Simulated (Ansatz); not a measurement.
A calculation with Ansatz 0.2.0 of CdSe (ASE script, structure from a CIF):

Contents of run.py:

```python
import json

import ase.io
import numpy as np
import spglib
from ase.calculators.calculator import CalculationFailed, Calculator
from ase.stress import full_3x3_to_voigt_6_stress
from ase.units import GPa

import ansatz as az

class AnsatzCalculator(Calculator):
    implemented_properties = ["energy", "free_energy", "forces", "stress", "magmom"]

    def calculate(self, atoms, properties, system_changes):
        super().calculate(atoms, properties, system_changes)
        structure = atoms.copy()
        structure.set_constraint()
        structure.set_momenta(None)
        structure.set_masses(None)
        outcome = (
            az.Crystal.from_ase(structure)
            .calculation()
            .basis(xc_grid=2)
            .kpoints(8, 8, 8)
            .functional("pbe")
            .pseudopotentials(kind="paw_fr")
            .spin("noncollinear", soc=True)
            .scf(tolerance=2e-10)
            .occupations(method="fixed")
            .forces()
            .stress()
            .run(threads=2)
        )
        if not outcome.report["converged"]:
            raise CalculationFailed("SCF not converged")
        report = outcome.report
        self.results = {
            "free_energy": report["lagrangian_ev"],
            "energy": report["lagrangian_ev"],
            "forces": np.array(report["forces_ev_ang"]),
            "stress": -GPa * full_3x3_to_voigt_6_stress(report["stress_gpa"]),
            "magmom": report["magnetization_mub"],
        }

np.set_printoptions(precision=5, suppress=True, linewidth=110)
atoms = ase.io.read("CdSe.cif")
cell, frac, numbers = spglib.find_primitive((atoms.cell[:], atoms.get_scaled_positions(), atoms.numbers), symprec=1e-5)
atoms = ase.Atoms(numbers, cell=cell, scaled_positions=frac, pbc=True)
atoms.calc = AnsatzCalculator()
print(f"free energy {atoms.get_potential_energy():.6f} eV")
print("forces (eV/A)", atoms.get_forces(), sep="\n")
print("stress (GPa, Voigt, tension positive)", atoms.get_stress() / GPa, sep="\n")
print(f"moment {atoms.get_magnetic_moment():.4f} muB")
```

File CdSe.cif:

```cif
data_CdSe
_cell_length_a 6.14054240
_cell_length_b 6.14054240
_cell_length_c 6.14054240
_cell_angle_alpha 90.00000000
_cell_angle_beta 90.00000000
_cell_angle_gamma 90.00000000
_space_group_name_H-M_alt 'F-43m'
_space_group_name_Hall 'F -4 2 3'
_space_group_IT_number 216
loop_
_space_group_symop_operation_xyz
'x,y,z'
'y,-x,-z'
'-x,-y,z'
'-y,x,-z'
'x,-y,-z'
'y,x,z'
'-x,y,-z'
'-y,-x,z'
'z,x,y'
'-z,y,-x'
'z,-x,-y'
'-z,-y,x'
'-z,x,-y'
'z,y,x'
'-z,-x,y'
'z,-y,-x'
'y,z,x'
'-x,-z,y'
'-y,z,-x'
'x,-z,-y'
'-y,-z,x'
'x,z,y'
'y,-z,-x'
'-x,z,-y'
'x,y+1/2,z+1/2'
'y,-x+1/2,-z+1/2'
'-x,-y+1/2,z+1/2'
'-y,x+1/2,-z+1/2'
'x,-y+1/2,-z+1/2'
'y,x+1/2,z+1/2'
'-x,y+1/2,-z+1/2'
'-y,-x+1/2,z+1/2'
'z,x+1/2,y+1/2'
'-z,y+1/2,-x+1/2'
'z,-x+1/2,-y+1/2'
'-z,-y+1/2,x+1/2'
'-z,x+1/2,-y+1/2'
'z,y+1/2,x+1/2'
'-z,-x+1/2,y+1/2'
'z,-y+1/2,-x+1/2'
'y,z+1/2,x+1/2'
'-x,-z+1/2,y+1/2'
'-y,z+1/2,-x+1/2'
'x,-z+1/2,-y+1/2'
'-y,-z+1/2,x+1/2'
'x,z+1/2,y+1/2'
'y,-z+1/2,-x+1/2'
'-x,z+1/2,-y+1/2'
'x+1/2,y,z+1/2'
'y+1/2,-x,-z+1/2'
'-x+1/2,-y,z+1/2'
'-y+1/2,x,-z+1/2'
'x+1/2,-y,-z+1/2'
'y+1/2,x,z+1/2'
'-x+1/2,y,-z+1/2'
'-y+1/2,-x,z+1/2'
'z+1/2,x,y+1/2'
'-z+1/2,y,-x+1/2'
'z+1/2,-x,-y+1/2'
'-z+1/2,-y,x+1/2'
'-z+1/2,x,-y+1/2'
'z+1/2,y,x+1/2'
'-z+1/2,-x,y+1/2'
'z+1/2,-y,-x+1/2'
'y+1/2,z,x+1/2'
'-x+1/2,-z,y+1/2'
'-y+1/2,z,-x+1/2'
'x+1/2,-z,-y+1/2'
'-y+1/2,-z,x+1/2'
'x+1/2,z,y+1/2'
'y+1/2,-z,-x+1/2'
'-x+1/2,z,-y+1/2'
'x+1/2,y+1/2,z'
'y+1/2,-x+1/2,-z'
'-x+1/2,-y+1/2,z'
'-y+1/2,x+1/2,-z'
'x+1/2,-y+1/2,-z'
'y+1/2,x+1/2,z'
'-x+1/2,y+1/2,-z'
'-y+1/2,-x+1/2,z'
'z+1/2,x+1/2,y'
'-z+1/2,y+1/2,-x'
'z+1/2,-x+1/2,-y'
'-z+1/2,-y+1/2,x'
'-z+1/2,x+1/2,-y'
'z+1/2,y+1/2,x'
'-z+1/2,-x+1/2,y'
'z+1/2,-y+1/2,-x'
'y+1/2,z+1/2,x'
'-x+1/2,-z+1/2,y'
'-y+1/2,z+1/2,-x'
'x+1/2,-z+1/2,-y'
'-y+1/2,-z+1/2,x'
'x+1/2,z+1/2,y'
'y+1/2,-z+1/2,-x'
'-x+1/2,z+1/2,-y'
loop_
_atom_site_label
_atom_site_type_symbol
_atom_site_symmetry_multiplicity
_atom_site_Wyckoff_symbol
_atom_site_fract_x
_atom_site_fract_y
_atom_site_fract_z
_atom_site_occupancy
Cd1 Cd 4 a 0.0000000000 0.0000000000 0.0000000000 1
Se1 Se 4 d 0.2500000000 0.2500000000 0.7500000000 1
```

Potentials or basis: Ansatz PAW.

The run is started by

```bash
$ python run.py
```

Measurements of this composition are mostly on another form, of space group No. 186.

Question: Write the same calculation in another form: native input, structure typed inline.

Answer: As run:

Contents of input.yaml:

```yaml
crystal:
  lattice:
    - [0.0, 3.0702712, 3.0702712]
    - [3.0702712, 0.0, 3.0702712]
    - [3.0702712, 3.0702712, 0.0]
  atoms:
    - { symbol: Cd, position: [0.0, 0.0, 0.0] }
    - { symbol: Se, position: [0.75, 0.75, 0.75] }
hamiltonian:
  xc: pbe
  pseudopotentials: { kind: paw_fr }
magnetization:
  noncollinear: true
  spin_orbit: true
kpoints:
  mp_grid: { grid: [8, 8, 8] }
scf:
  occupations: { method: fixed }
output:
  forces: true
  stress: true
  eigenvalues: true
  write_density: true
  write_potential: true
  elf: true
  volumetric_format: npy
```

Potentials or basis: Ansatz PAW.

The run is started by

```console
$ ansatz run input.yaml --threads 2 --pin off --max-ram 5120MiB --backend cpu --events-out ev --progress --plain --runs-dir out
```

Both were run:

|  | ASE script, structure from a CIF | native input, structure typed inline |
| --- | --- | --- |
| Pressure | 1.3 GPa | 1.3 GPa |
| Band gap on the k mesh | 0.43 eV | 0.43 eV, direct |

Keys that steer only the numerical path or the files written may differ.
